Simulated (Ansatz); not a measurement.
# C: how the settings move a single-point run

How sensitive is a single-point run of C to its settings? A reference run comes first, then one run with altered input.

Computed with Ansatz 0.2.0 (reference: DFT, r2SCAN, PAW with Ansatz's default frozen-core files, scalar-relativistic, unless a step's input says otherwise).

## Step 1: Starting point

Symmetry: Fd-3m, No. 227, cubic system. Conventional cell: a = 3.631 Å, b = 3.631 Å, c = 3.631 Å, α = 90.00°, β = 90.00°, γ = 90.00°. Around C (site symmetry -43m) lie 4 C at 1.57 Å.

Structure file:

```
C
1.0
     0.00000    1.81529    1.81529
     1.81529    0.00000    1.81529
     1.81529    1.81529    0.00000
C
2
Direct
  0.00000 0.00000 0.00000
  0.25000 0.25000 0.25000
```

## Step 2: The reference run

Contents of input.yaml:

```yaml
crystal:
  lattice:
    - [0.0, 1.8152906853, 1.8152906853]
    - [1.8152906853, 0.0, 1.8152906853]
    - [1.8152906853, 1.8152906853, 0.0]
  atoms:
    - { symbol: C, position: [0.0, 0.0, 0.0] }
    - { symbol: C, position: [0.25, 0.25, 0.25] }
kpoints:
  mp_grid: { grid: [14, 14, 14] }
scf:
  occupations: { method: fermi_dirac, width: 0.03 }
hamiltonian:
  xc: r2scan
  pseudopotentials: { kind: paw }
output:
  forces: true
  stress: true
  eigenvalues: true
  efg: { contact_densities: true }
```

Started as:

```sh
ansatz run input.yaml --threads 1 --pin off --max-ram 2048MiB --backend cpu --events-out ev --progress --plain --runs-dir out
```

## Step 3: Variant: ecutwfc 58.8 Ry, xc_grid 1

input.yaml: that of step 2 with these lines changed.

```diff
@@ -20 +20,4 @@
   efg: { contact_densities: true }
+basis:
+  ecutwfc: "58.8 Ry"
+  xc_grid: 1
```

Before running it: what results should come out? Wanted: for each run, ending; energy change; pressure; gap; force.

**Answer**, as computed:

| run | ending | energy change | pressure (GPa) | gap (eV) | force (eV/Å) | cycles | time |
| --- | --- | --- | --- | --- | --- | --- | --- |
| reference | converged | 0 | -23.7 | 4.23 | 0.00 | 6 | 1.8 s |
| 1: ecutwfc 58.8 Ry, xc_grid 1 | converged | -1.9 meV/atom | -23.8 | 4.23 | 0.00 | 6 | 3 s |

Residual by cycle in the longest SCF loop of each run; runs are numbered as in the table. The quantity is the density residual dr2, in eV.

| cycle | reference | run 1 |
| --- | --- | --- |
| 1 | 0.00266 | 0.00278 |
| 2 | 0.00104 | 0.00107 |
| 3 | 1.1e-4 | 1.1e-4 |
| 4 | 6.7e-6 | 6.6e-6 |
| 5 | 4.5e-7 | 4.0e-7 |
| 6 | 2.1e-9 | 2.3e-9 |

Changing the cutoff and numerical grids moves the energy by -1.9 meV/atom. Cost: 3 s against 1.8 s. The structure is not at rest: the sound run finds -24 GPa, so these are no properties of the relaxed crystal. 

These are semilocal Kohn-Sham gaps, which aren't the measured quantity. Such gaps usually fall short of the measured ones.
